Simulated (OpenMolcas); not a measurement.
## A ladder of methods for C4H10Zn (SMILES CC[Zn]CC)

The species is C4H10Zn (15 atoms), meant as a singlet with charge 0. SMILES: `CC[Zn]CC`. The shape is that of a PBE0-D4/def2-TZVP optimisation.

Quantity: the HOMO–LUMO gap, in eV. The values are calculated.

```tsv
level	kind	program	value (eV)	CPU time
HF/6-31G* (spherical functions)	Hartree–Fock	OpenMolcas	11.37	23 s
SVWN5/6-31G* (spherical functions)	LDA	OpenMolcas	4.47	76 s
PBE/6-31G* (spherical functions)	GGA	OpenMolcas	4.58	1.9 min
M06-L/6-31G* (spherical functions)	meta-GGA	OpenMolcas	5.17	98 s
PBE0/6-31G* (spherical functions)	global hybrid	OpenMolcas	6.43	77 s
B3LYP/6-31G* (Cartesian functions)	global hybrid	OpenMolcas	5.90	94 s
B2PLYP/6-31G* (spherical functions)	double hybrid	OpenMolcas	8.19	45 s
```

The values span 4.47 to 11.37 eV. Orbital gaps aren't excitation energies, and those of double hybrids come from the SCF part alone; they tend to grow with the share of exact exchange. CPU times are rough (shared hosts, several kinds of processor): they show what a rung costs within a factor of a few.
